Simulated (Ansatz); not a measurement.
What does this script print? It uses the Ansatz DFT code, driven from Python.

Input file `alas.xyz`:
```text
2
Lattice="0.0 2.8304 2.8304 2.8304 0.0 2.8304 2.8304 2.8304 0.0" Properties=species:S:1:pos:R:3 pbc="T T T"
Al    0.00000000    0.00000000    0.00000000
As    1.41520000    1.41520000    1.41520000
```

Script `defect_alas.py`:
```python
# -*- coding: utf-8 -*-
"""An antisite in a supercell of AlAs, against the perfect cell."""

import ansatz
import numpy as np

structure = ansatz.Crystal.from_extxyz("alas.xyz")
host = structure.supercell(2)
defective = host.substitution("As", at=(0.0, 0.0, 0.0), replaces="Al")

def prepare(structure):
    return (
        structure.calculation()
        .kpoints(2)
        .functional("pbe")
        .occupations("gaussian", width=0.02)
        .band_table()
    )


perfect = prepare(host).run().report
base = prepare(defective).forces()
outcome = base.run()
r = outcome.report

n_host, n_defect = len(perfect["lattice"]["sites"]), len(r["lattice"]["sites"])
print(f"perfect cell: {n_host} atoms, F = {perfect['free_energy_ev']:.4f} eV")
print(f"defect cell:  {n_defect} atoms, F = {r['free_energy_ev']:.4f} eV")
# chemical potentials are still to be added to this difference
print(f"difference {r['free_energy_ev'] - perfect['free_energy_ev']:.4f} eV (no chemical potentials)")

pull = np.linalg.norm(r["forces_ev_ang"], axis=1)
for atom in np.argsort(-pull)[:5]:
    print(f"force on {outcome.lattice.sites[atom].symbol}{atom}: {pull[atom]:.3f} eV/A")

for label, run in (("perfect", perfect), ("defect", r)):
    levels, filled = np.array(run["eigenvalues_ev"][0]), np.array(run["occupations"][0])
    top = int(np.argmin(np.abs(levels - run["fermi_energy_ev"])))
    window = slice(max(top - 3, 0), top + 4)
    print(label, "levels near E_F at the first k-point:", ", ".join(f"{e - run['fermi_energy_ev']:.2f} ({f:.2f})" for e, f in zip(levels[window], filled[window])))
```

```console
$ python defect_alas.py
DeckWarning: basis.ecutwfc = 420 eV, auto-derived from the records' recommended cutoffs: set by Al (normal level)
DeckWarning: basis.ecutwfc = 420 eV, auto-derived from the records' recommended cutoffs: set by As (normal level)
perfect cell: 16 atoms, F = -43155.8934 eV
defect cell:  16 atoms, F = -47472.3900 eV
difference -4316.4967 eV (no chemical potentials)
force on As3: 0.761 eV/A
force on As5: 0.761 eV/A
force on As1: 0.761 eV/A
force on As9: 0.761 eV/A
force on Al6: 0.338 eV/A
perfect levels near E_F at the first k-point: -1.54 (2.00), -0.71 (2.00), -0.71 (2.00), -0.71 (2.00), 0.71 (0.00), 0.71 (0.00), 0.71 (0.00)
defect levels near E_F at the first k-point: -1.25 (2.00), -0.03 (1.95), -0.03 (1.95), -0.03 (1.95), 0.85 (0.00), 0.85 (0.00), 0.85 (0.00)
```
(Warnings from the package without file and line.)

Reading the output:
- Absolute energies stand on the zero of these potentials, so only differences at equal settings mean something. A total without «per atom» is that of the whole cell that was run.
- Extra carriers fill band states at a few k-points, so forces and energy hang on the mesh.
- The computed bands are complete only to about 1.6 eV above the Fermi level.
- The atoms stand at ideal sites; relaxing them can change energy and levels by an eV or more.
- The difference holds no chemical potentials.
- Each cell's levels count from its own Fermi level and aren't aligned; one k-point can hide that the defect cell is metallic.
- The starting cell is as deposited in a crystallographic database; the results hold for this polymorph, which needn't be the stable one.
- Gaps and levels are Kohn-Sham values on a finite set of k-points, without spin-orbit coupling.
- The supercell is small, so the defect meets its images and the energies aren't those of an isolated defect; a partly filled defect level may also lower its energy by spin or distortion. For a charged cell the difference holds no correction, alignment or term for the electrons' reservoir.
- Finished in 15 s on 1 thread of Intel(R) Xeon(R) Platinum 8259CL CPU @ 2.50GHz (Skylake/Cascade Lake), on a shared host, peak memory 0.67 GiB.
